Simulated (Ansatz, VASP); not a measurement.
**Zn: VASP beside Ansatz**

The input INCAR:

```
SYSTEM = Zn
PREC = Accurate ; ENCUT = 520
EDIFF = 1E-7 ; ISMEAR = -1
SIGMA = 0.05 ; LREAL = .False.
LASPH = .True. ; NELM = 80
ALGO = Normal ; ISIF = 2
LWAVE = .False. ; LCHARG = .False.
GGA = PE ; NBANDS = 12
```

KPOINTS

```
Automatic mesh
0
Gamma
  17 17 17
  0 0 0
```

POSCAR

```
Zn
1.0
    0.0000000000      1.5595248789      1.5595248789
    1.5595248789      0.0000000000      1.5595248789
    1.5595248789      1.5595248789      0.0000000000
Zn
1
Direct
    0.0000000000      0.0000000000      0.0000000000
```

Input for Ansatz:

```yaml
crystal:
  lattice:
    - [0.0, 1.5595248789, 1.5595248789]
    - [1.5595248789, 0.0, 1.5595248789]
    - [1.5595248789, 1.5595248789, 0.0]
  atoms:
    - { symbol: Zn, position: [0.0, 0.0, 0.0] }
kpoints:
  mp_grid: { grid: [17, 17, 17] }
scf:
  occupations: { method: fermi_dirac, width: 0.05 }
hamiltonian:
  xc: pbe
  pseudopotentials: { kind: all_electron, lapw: { basis_error: 0.001 } }
output:
  forces: true
  stress: true
  eigenvalues: true
  populations: true
```

Change from the starting cell: volume scaled by 0.5, LAPW.

Alike in both runs: task single point; functional PBE; k mesh 17 × 17 × 17; occupations fermi-dirac, width 0.05 eV; no spin polarisation.

|  | VASP | Ansatz |
| --- | --- | --- |
| version | VASP 6.6.1 | Ansatz 0.2.0 |
| potentials or method | VASP PAW PBE potentials, release 64 (Zn) | all-electron LAPW, scalar-relativistic |
| plane-wave cutoff (eV) | 520 | see its input |

|  | VASP | Ansatz | Ansatz less VASP |
| --- | --- | --- | --- |
| pressure (GPa) | 285.9 | 280.1 | -5.80 |

Ansatz ran all-electron here, so the differences hold the error of VASP's frozen core and of both bases.

Caveats: the cell as given lies far from equilibrium; so large a pressure means that the cell lies far from this level's equilibrium, or that cutoff or potentials fall short (VASP).
